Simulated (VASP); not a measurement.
Set up this calculation in VASP 6.6.1, as the native input.

* Task: band structure
* Functional: RPBE
* Potentials or basis: VASP PAW PBE potentials, release 64 (Pb_d)
* Cutoff: 520 eV
* k mesh: 9 × 9 × 9
* Occupations: fermi-dirac, width 0.05 eV
* Spin: no spin polarisation
* Further INCAR settings: ALGO = Normal; EDIFF = 1e-06

The structure of Pb lies in POSCAR:

```
Pb
1.0
    0.0000000000      2.4750200000      2.4750200000
    2.4750200000      0.0000000000      2.4750200000
    2.4750200000      2.4750200000      0.0000000000
Pb
1
Direct
    0.0000000000      0.0000000000      0.0000000000
```

One way to write it, as run:

INCAR

```
PREC = Accurate ; ENCUT = 520
EDIFF = 1E-6 ; ISMEAR = -1
SIGMA = 0.05 ; LREAL = False
LASPH = True ; NELM = 60
ALGO = Normal ; ISIF = 2
LWAVE = False ; LCHARG = False
GGA = RP
```

KPOINTS

```
Automatic mesh
0
Gamma
  9 9 9
```

KPOINTS_OPT

```
path GXWKGLUWLK,UX
10
line-mode
reciprocal
 0.0000000000  0.0000000000  0.0000000000  G
 0.5000000000  0.0000000000  0.5000000000  X

 0.5000000000  0.0000000000  0.5000000000  X
 0.5000000000  0.2500000000  0.7500000000  W

 0.5000000000  0.2500000000  0.7500000000  W
 0.3750000000  0.3750000000  0.7500000000  K

 0.3750000000  0.3750000000  0.7500000000  K
 0.0000000000  0.0000000000  0.0000000000  G

 0.0000000000  0.0000000000  0.0000000000  G
 0.5000000000  0.5000000000  0.5000000000  L

 0.5000000000  0.5000000000  0.5000000000  L
 0.6250000000  0.2500000000  0.6250000000  U

 0.6250000000  0.2500000000  0.6250000000  U
 0.5000000000  0.2500000000  0.7500000000  W

 0.5000000000  0.2500000000  0.7500000000  W
 0.5000000000  0.5000000000  0.5000000000  L

 0.5000000000  0.5000000000  0.5000000000  L
 0.3750000000  0.3750000000  0.7500000000  K

 0.6250000000  0.2500000000  0.6250000000  U
 0.5000000000  0.0000000000  0.5000000000  X
```

Potentials or basis: VASP PAW PBE potentials, release 64 (Pb_d).

Command:

```sh
$ cat potpaw_PBE.64/Pb_d/POTCAR > POTCAR
$ mpirun -np 1 vasp_std > vasp.out
```

It gave:

```yaml
Pressure: 3.8 GPa
Band_gap_along_the_path: none (metal or under the smearing width)
```

Caveat: the PAW data sets were made with another functional, which shifts forces and pressure a little; spin-orbit coupling is left out, which moves the levels of the heavy elements.

Wall time 24 s on 1 thread of Intel(R) Xeon(R) Platinum 8259CL CPU @ 2.50GHz (Skylake/Cascade Lake), on a shared host, peak memory 0.16 GiB.
